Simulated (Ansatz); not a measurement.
Input, command and steps of an Ansatz relaxation.

```yaml
crystal:
  lattice:
    - [3.0168408103, 0.0, 0.0]
    - [-1.5084204052, 2.6126607809, 0.0]
    - [0.0, 0.0, 3.4446128616]
  atoms:
    - { symbol: Mg, position: [0.0, 0.0, 0.0] }
    - { symbol: B, position: [0.3333333333, 0.6666666667, 0.5] }
    - { symbol: B, position: [0.6666666667, 0.3333333333, 0.5] }
basis:
  ecutwfc: 420
kpoints:
  mp_grid: { grid: [15, 15, 12] }
hamiltonian:
  xc: pbe
scf:
  occupations: { method: gaussian, width: 0.1 }
output:
  forces: true
  stress: true
  eigenvalues: true
relax:
  adjacent_minimum: "off"
  f_tol: 0.01
  max_steps: 30
  cell: { stress_tol: 0.1, fix: [volume] }
```

```bash
ansatz run input.yaml --threads 1 --pin off --max-ram 2560MiB --backend cpu --events-out ev --progress --plain --runs-dir out
```

Theory: Ansatz, DFT PBE, scalar-relativistic, plane waves, PAW.

The volume is held at 0.94 times that of the relaxed cell.

Of 4 frames 3 are shown, positions in Å and forces in eV/Å; the SCF threshold varies from step to step. Steps run on the plane waves of an earlier cell, with a Pulay correction in the pressure. The basis is chosen afresh for the last frame, the zero of the energies, and at times for earlier ones too; energy and pressure step there, also at an unchanged geometry.

```xyz
3
Lattice="3.0168 0.0000 0.0000 -1.5084 2.6127 0.0000 0.0000 0.0000 3.4446" Properties=species:S:1:pos:R:3:forces:R:3 pbc="T T T" step=1 free_energy_over_end_meV_per_atom=0.28 pressure_GPa=10.21
Mg    0.0000    0.0000    0.0000    0.0000    0.0000    0.0000
B     0.0000    1.7418    1.7223    0.0000    0.0000    0.0000
B     1.5084    0.8709    1.7223    0.0000    0.0000    0.0000
3
Lattice="3.0227 0.0000 0.0000 -1.5114 2.6178 0.0000 0.0000 0.0000 3.4312" Properties=species:S:1:pos:R:3:forces:R:3 pbc="T T T" step=2 free_energy_over_end_meV_per_atom=0.01 pressure_GPa=9.96
Mg    0.0000    0.0000    0.0000    0.0000    0.0000    0.0000
B     0.0000    1.7452    1.7156    0.0000    0.0000    0.0000
B     1.5114    0.8726    1.7156    0.0000    0.0000    0.0000
3
Lattice="3.0243 0.0000 0.0000 -1.5122 2.6191 0.0000 0.0000 0.0000 3.4276" Properties=species:S:1:pos:R:3:forces:R:3 pbc="T T T" step=4 free_energy_over_end_meV_per_atom=0.00 pressure_GPa=9.89
Mg    0.0000    0.0000    0.0000    0.0000    0.0000    0.0000
B     0.0000    1.7461    1.7138    0.0000    0.0000    0.0000
B     1.5122    0.8730    1.7138    0.0000    0.0000    0.0000
```

Time: 17 s on 1 thread of Arm Neoverse V1, with other jobs on the host, peak memory 0.34 GiB.